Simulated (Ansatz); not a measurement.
## AlNi under pressure

The calculation used Ansatz 0.2.0, DFT PBEsol, scalar-relativistic, plane waves, PAW. Settings: 420 eV cutoff, 14×14×14 k-mesh, Gaussian smearing of 0.10 eV, no spin polarisation.

Reference structure (relaxed):

```yaml
crystal:
  lattice:
    - [2.86235, 0.00000, 0.00000]
    - [0.00000, 2.86235, 0.00000]
    - [0.00000, 0.00000, 2.86235]
  atoms:
    - { symbol: Al, position: [0.50000, 0.50000, 0.50000] }
    - { symbol: Ni, position: [0.00000, 0.00000, 0.00000] }
```

Cell and atoms are relaxed at each pressure within the symmetry of the start, at zero temperature, so transitions that lower the symmetry aren't seen. The k-mesh given is that at zero pressure and may differ at others. a, b and c are the lengths of the cell vectors above.

| P (GPa) | V (Å³/atom) | V/V0 | a (Å) | b (Å) | c (Å) |
| --- | --- | --- | --- | --- | --- |
| -1 | 11.79 | 1.006 | 2.868 | 2.868 | 2.868 |
| 0 | 11.73 | 1.000 | 2.862 | 2.862 | 2.862 |
| 1 | 11.66 | 0.994 | 2.857 | 2.857 | 2.857 |
| 4 | 11.47 | 0.978 | 2.841 | 2.841 | 2.841 |
| 12 | 11.03 | 0.941 | 2.805 | 2.805 | 2.805 |
| 25 | 10.47 | 0.893 | 2.756 | 2.756 | 2.756 |
| 50 | 9.68 | 0.826 | 2.685 | 2.685 | 2.685 |
| 90 | 8.83 | 0.753 | 2.604 | 2.604 | 2.604 |

Question: What bulk modulus and pressure derivative fit these points?

Answer: A third-order Birch–Murnaghan fit gives B0 = 174 GPa and B0' = 4.2.